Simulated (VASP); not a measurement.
Input of a VASP 6.6.1 run:

INCAR

```
SYSTEM = GaN
PREC     = Accurate       ! precision mode
ENCUT    = 520            ! plane-wave cutoff, eV
EDIFF    = 1E-7           ! SCF threshold, eV
ISMEAR   = 0              ! smearing method
SIGMA    = 0.02           ! smearing width, eV
LREAL    = .FALSE.        ! projectors in reciprocal space
LASPH    = .TRUE.         ! aspherical terms in the spheres
NELM     = 80             ! most SCF steps
ALGO     = Normal         ! electronic algorithm
ISIF     = 2              ! what is computed and relaxed
LWAVE    = .FALSE.        ! write WAVECAR
LCHARG   = .FALSE.        ! write CHGCAR
GGA      = PE             ! functional
NBANDS   = 26             ! bands
```

Contents of KPOINTS:

```
regular mesh
0
G
  9 9 6
  0 0 0
```

POSCAR

```
GaN
1.0
    3.3251692017      0.0000000000      0.0000000000
   -1.6625846008      2.8796810005      0.0000000000
    0.0000000000      0.0000000000      4.8810190549
Ga N
2 2
Direct
    0.3333333333      0.6666666667      0.7500000000
    0.6666666667      0.3333333333      0.2500000000
    0.3333333333      0.6666666667      0.2500000000
    0.6666666667      0.3333333333      0.7500000000
```

Potentials or basis: VASP PAW PBE potentials, release 64 (Ga_d, N).

Command:

```console
$ cat potpaw_PBE.64/Ga_d/POTCAR potpaw_PBE.64/N/POTCAR > POTCAR
$ mpirun -np 1 vasp_std > vasp.out
```

Q: Estimate the pressure.

A: 0.1 GPa.

Q: Estimate the band gap on the k mesh.

A: 1.16 eV, direct.

Stress tensor (GPa, compression positive):
```
0.01 0.00 0.00
0.00 0.01 0.00
0.00 0.00 0.19
```

A hybrid or GW would open this gap; PBE tends to underestimate it.
